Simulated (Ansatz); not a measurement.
NbN: one input, then a changed one

The geometry is COD entry 1538667, unchecked; take it as a test cell.

First run: DFT, PBEsol, PAW with Ansatz's default frozen-core files, scalar-relativistic (Ansatz 0.2.0).

Command: `ansatz run input.yaml --threads 1 --pin off --max-ram 2048MiB --backend cpu --events-out ev --progress --plain --runs-dir out` The run took 5.2 s on 1 thread of Arm Neoverse V1, with other jobs on the host, peak memory 0.34 GiB.

```yaml
crystal:
  lattice:
    - [0.0, 2.1945, 2.1945]
    - [2.1945, 0.0, 2.1945]
    - [2.1945, 2.1945, 0.0]
  atoms:
    - { symbol: Nb, position: [0.5, 0.5, 0.5] }
    - { symbol: "N", position: [0.0, 0.0, 0.0] }
kpoints:
  mp_grid: { grid: [13, 13, 13] }
  band_path:
    path:
      - [0.0, 0.0, 0.0]
      - [0.5, 0.0, 0.5]
      - [0.625, 0.25, 0.625]
      - [0.375, 0.375, 0.75]
      - [0.0, 0.0, 0.0]
      - [0.5, 0.5, 0.5]
      - [0.5, 0.25, 0.75]
      - [0.5, 0.0, 0.5]
    npoints: 5
scf:
  occupations: { method: fermi_dirac, width: 0.08 }
hamiltonian:
  xc: pbesol
  pseudopotentials: { kind: paw }
output:
  forces: true
  stress: true
  eigenvalues: true
  efg: { contact_densities: true }
  write_density: true
  write_potential: true
  elf: true
  volumetric_format: npy
```

Result: converged; pressure -1.98 GPa; no gap on the k mesh; 6 SCF iterations.

The input is then changed:

```diff
@@ -25,4 +25,5 @@
   xc: pbesol
   pseudopotentials: { kind: paw }
+  hubbard: { sites: [{ species: Nb, l: d, u_eff: 4.0 }], double_counting: amf }
 output:
   forces: true
@@ -30,7 +31,3 @@
   eigenvalues: true
   efg: { contact_densities: true }
-  write_density: true
-  write_potential: true
-  elf: true
-  volumetric_format: npy
```

Task: Predict the outcome of the changed run.

Result: It converged; pressure -1.34 GPa; no gap on the k mesh; 7 SCF iterations.
